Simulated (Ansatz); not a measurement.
Sn: energy along a strain

Sn, I4/mmm, a = 3.235 Å, c = 5.068 Å. This isn't the element's structure at ambient conditions. Ansatz: PBEsol, PAW, 420 eV, Γ-centred 26×26×26 mesh on 1 atom, Gaussian smearing 0.15 eV; no spin polarisation. Cell vectors (Å): -1.617 1.617 2.534; 1.617 -1.617 2.534; 1.617 1.617 -2.534. The cell is strained by x per cent times the pattern (0 0 0 0 0 1) in the order xx yy zz yz xz xy (engineering shears), with fractional coordinates held. y is the free energy over the start, V0 = 26.512 Å³/atom. Symmetry makes y even in x.

| x (%) | y (meV/atom) |
| --- | --- |
| -6.00 | ? |
| -3.00 | -0.09 |
| 0.00 | 0.00 |
| 1.50 | -0.02 |
| 4.50 | -0.22 |
| 5.25 | -0.31 |

Task: Fit y = c2 x² + c4 x⁴ to the other rows, get the stiffness along the pattern, and predict the missing energy.

Result: Least squares on the rows shown. y = −0.009487 x² − 6.471×10⁻⁵ x⁴. The clamped-ion stiffness p·C·p = 2 × -0.09487 eV × 160.2 / 26.512 Å³ = -1.1 GPa, which is C66 in these axes. With a term in x⁶ added, the coefficient of x² becomes -0.008925, 6 % less, which shows how far this figure hangs on the form. At x = -6.00 the fit asked for gives -0.43 meV/atom. The run gave -0.41 meV/atom, so the fit is 0.02 meV/atom too low, small in itself but 5 % of the span of the series.

Cost: 6 runs of about 6.9 core-minutes in all, on Intel Xeon Processor @ 2.50GHz (Skylake/Cascade Lake) (shared hosts).

The tetragonal lattice gains energy under this shear, so the negative C66 violates the elastic stability condition for a tetragonal crystal, and the start is a saddle or maximum along this path rather than a minimum. The distortion makes the square base rhombic and lowers the symmetry to orthorhombic. With one atom per primitive cell on an inversion centre, no internal relaxation could change the result.

In the equivalent face-centred description, the same strain stretches one basal axis and shortens the other, a shear that is often soft in sp metals. Here the electrostatic resistance to shear is probably slightly outweighed by the band energy gained as the 5p-derived states near the Fermi level rearrange, in keeping with tin's preference for more open, directional bonding.

The gain is very small, however, so near-vanishing shear resistance is a safer conclusion than a strong instability. The energy is still falling at the largest strain, so the series locates no orthorhombic minimum, and any residual stress in the starting cell would also contribute to the curvature.
